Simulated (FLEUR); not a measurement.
CdS (Hawleyite): equation of state with r2SCAN

The system is CdS (Hawleyite).

```xyz
2
Lattice="0.0000 2.9165 2.9165 2.9165 0.0000 2.9165 2.9165 2.9165 0.0000" Properties=species:S:1:pos:R:3 pbc="T T T"
Cd    0.0000    0.0000    0.0000
S     4.3748    4.3748    4.3748
```

```yaml
Program: FLEUR MaX-R8.1 (later development tree)
Task: equation of state
Functional: r2SCAN
Potentials_or_basis: all-electron
Basis: FLAPW
Kmax: 5.33 1/bohr
k_mesh: 8 × 8 × 8
Occupations: fermi-dirac, width 0.05 eV
Spin: no spin polarisation
Gmax: 16.5 1/bohr
Muffin-tin_radii: Cd 2.45, S 1.84 bohr
lmax: Cd 10, S 8
Local_orbitals_a_species: Cd 5, S 4
```

- Equilibrium volume: 25.38 Å³/atom (rough: see the caveat)
- Bulk modulus: 65 GPa (rough)

Energy against volume, from the lowest point:
```
volume (Å³/atom)  energy (meV/atom)
          23.319              36.63
          23.815              19.99
          24.808               1.38
          25.800               0.00
          26.296               5.06
```

Caveat: the fit is doubtful: noisy points or a state that changes with volume; the meta-GGA is that of a development version, with a GGA for the radial functions and cores and without core tails.
